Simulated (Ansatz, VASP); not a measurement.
# SiC: VASP beside Ansatz

File INCAR:

```
SYSTEM = SiC
ALGO     = Normal         ! electronic algorithm
EDIFF    = 1E-7           ! SCF threshold, eV
ENCUT    = 520            ! plane-wave cutoff, eV
ISIF     = 2              ! what is computed and relaxed
ISMEAR   = 0              ! smearing method
LASPH    = .TRUE.         ! aspherical terms in the spheres
LCHARG   = .FALSE.        ! write CHGCAR
LREAL    = .FALSE.        ! projectors in reciprocal space
LWAVE    = .FALSE.        ! write WAVECAR
NBANDS   = 36             ! bands
NELM     = 60             ! most SCF steps
PREC     = Accurate       ! precision mode
SIGMA    = 0.1            ! smearing width, eV
```

File KPOINTS:

```
k-points
0
G
  6 6 2
  0 0 0
```

The input POSCAR:

```
SiC
1.0
    3.0766210100      0.0000000000      0.0000000000
   -1.5383105100      2.6644319500      0.0000000000
    0.0000000000      0.0000000000     15.0980843200
Si C
6 6
Direct
    0.3333333300      0.6666666700      0.8329861500
    0.6666666700      0.3333333300      0.3329861500
    0.6666666700      0.3333333300      0.6665006000
    0.3333333300      0.6666666700      0.1665006000
    0.0000000000      0.0000000000      0.4997294200
    0.0000000000      0.0000000000      0.9997294200
    0.0000000000      0.0000000000      0.8743664100
    0.0000000000      0.0000000000      0.3743664100
    0.3333333300      0.6666666700      0.7079967800
    0.6666666700      0.3333333300      0.2079967800
    0.6666666700      0.3333333300      0.5415216400
    0.3333333300      0.6666666700      0.0415216400
```

Input for Ansatz:

```yaml
crystal:
  lattice:
    - [3.07662101, 0.0, 0.0]
    - [-1.53831051, 2.66443195, 0.0]
    - [0.0, 0.0, 15.09808432]
  atoms:
    - { symbol: Si, position: [0.33333333, 0.66666667, 0.83298615] }
    - { symbol: Si, position: [0.66666667, 0.33333333, 0.33298615] }
    - { symbol: Si, position: [0.66666667, 0.33333333, 0.6665006] }
    - { symbol: Si, position: [0.33333333, 0.66666667, 0.1665006] }
    - { symbol: Si, position: [0.0, 0.0, 0.49972942] }
    - { symbol: Si, position: [0.0, 0.0, 0.99972942] }
    - { symbol: C, position: [0.0, 0.0, 0.87436641] }
    - { symbol: C, position: [0.0, 0.0, 0.37436641] }
    - { symbol: C, position: [0.33333333, 0.66666667, 0.70799678] }
    - { symbol: C, position: [0.66666667, 0.33333333, 0.20799678] }
    - { symbol: C, position: [0.66666667, 0.33333333, 0.54152164] }
    - { symbol: C, position: [0.33333333, 0.66666667, 0.04152164] }
basis:
  ecutwfc: 420
kpoints:
  mp_grid: { grid: [6, 6, 2] }
hamiltonian:
  xc: lda
  pseudopotentials: { kind: paw, azcp: { folder: soft_1 } }
scf:
  occupations: { method: gaussian, width: 0.1 }
output:
  forces: true
  stress: true
  eigenvalues: true
```

The cell is a database's computed one.

Alike in both runs: task single point; functional LDA; k mesh 6 × 6 × 2; occupations gaussian, width 0.1 eV; no spin polarisation.

```csv
,VASP,Ansatz
version,VASP 6.6.1,Ansatz 0.2.0
potentials or method,"VASP PAW LDA potentials, release 64 (Si, C)","scalar-relativistic, plane waves, PAW"
plane-wave cutoff (eV),520,420
valence electrons in the cell,48,48
```

```csv
,VASP,Ansatz,Ansatz less VASP
gap on the k mesh at the Fermi level (eV),1.97,1.98,+0.011
least direct gap on the mesh (eV),3.07,3.08,+0.014
pressure (GPa),-3.4,-3.8,-0.39
largest component of the traceless stress (GPa),0.12,0.13,+0.002
```

Ansatz warned: «pseudo_functional_mismatch».

A k mesh can miss the band edges. LDA gaps usually lie below the measured ones, often by a third to a half.
